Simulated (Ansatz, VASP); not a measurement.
Au in VASP and in Ansatz

```
CELL_PARAMETERS angstrom
0.00000 2.02417 2.02417
2.02417 0.00000 2.02417
2.02417 2.02417 0.00000
ATOMIC_POSITIONS crystal
Au 0.00000 0.00000 0.00000
```

Alike in both runs: functional LDA; k mesh 20 × 20 × 20; occupations methfessel-paxton of order 1, width 0.1 eV; no spin polarisation.

Ansatz relaxed the structure, and its values are those at the end. VASP's run is a single point on that final structure, the one shown.

|  | VASP | Ansatz |
| --- | --- | --- |
| version | VASP 6.6.1 | Ansatz 0.2.0 |
| potentials or method | VASP PAW LDA potentials, release 64 (Au) | scalar-relativistic, plane waves, PAW |
| plane-wave cutoff (eV) | 520 | 420 |
| valence electrons in the cell | 11 | 19 |

```tsv
	VASP	Ansatz	Ansatz less VASP
gap on the k mesh at the Fermi level (eV)	none	none	-
pressure (GPa)	0.5	0.0	-0.49
```

A gap of «none» marks a metal or a gap that the smearing closes. The two sets of potentials don't hold the same shells in valence.

The runs have no spin-orbit coupling, so splittings on Au are missing.
